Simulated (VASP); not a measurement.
Write the native input for VASP 6.6.1 that does the following.

```yaml
Task: single point
Functional: PBEsol
Potentials_or_basis: VASP PAW PBE potentials, release 64 (Ca_sv)
Cutoff: 520 eV
k_mesh: 6 × 6 × 6
Occupations: gaussian, width 0.1 eV
Spin: no spin polarisation
Dipole_correction: no
Further_INCAR_settings: ALGO = Fast; EDIFF = 1e-07; NBANDS = 50
```

The structure of Ca lies in POSCAR:

```
Ca
1.0
    6.8853987655      0.0000000000      0.0000000000
    0.0000000000      6.8853987655      0.0000000000
    0.0000000000      0.0000000000      6.8853987655
Ca
8
Direct
    0.5000000000      0.5000000000      0.5000000000
    0.0000000000      0.0000000000      0.0000000000
    0.2500000000      0.0000000000      0.5000000000
    0.5000000000      0.2500000000      0.0000000000
    0.5000000000      0.7500000000      0.0000000000
    0.7500000000      0.0000000000      0.5000000000
    0.0000000000      0.5000000000      0.7500000000
    0.0000000000      0.5000000000      0.2500000000
```

The cell was built by a generator and needn't be a form met in nature.

The input as run:

INCAR

```
SYSTEM = Ca
PREC = Accurate ; ENCUT = 520
EDIFF = 1E-7 ; ISMEAR = 0
SIGMA = 0.1 ; LREAL = .False.
LASPH = .True. ; NELM = 100
ALGO = Fast ; ISIF = 2
LWAVE = .False. ; LCHARG = .True.
GGA = PS ; LELF = .True.
LVHAR = .True. ; NBANDS = 50
```

KPOINTS

```
regular mesh
0
Gamma
  6 6 6
  0 0 0
```

Potentials or basis: VASP PAW PBE potentials, release 64 (Ca_sv).

Run with:

```sh
$ cat potpaw_PBE.64/Ca_sv/POTCAR > POTCAR
$ mpirun -np 1 vasp_std > vasp.out
```

It gave:

- Pressure: 0.0 GPa
- Band gap on the k mesh: none (metal or under the smearing width)

Caveat: the PAW data sets were made with another functional, which shifts forces and pressure a little.

Wall time 16 min on 1 thread of Intel(R) Xeon(R) Platinum 8488C (Sapphire Rapids) (shared host), peak memory 0.53 GiB.
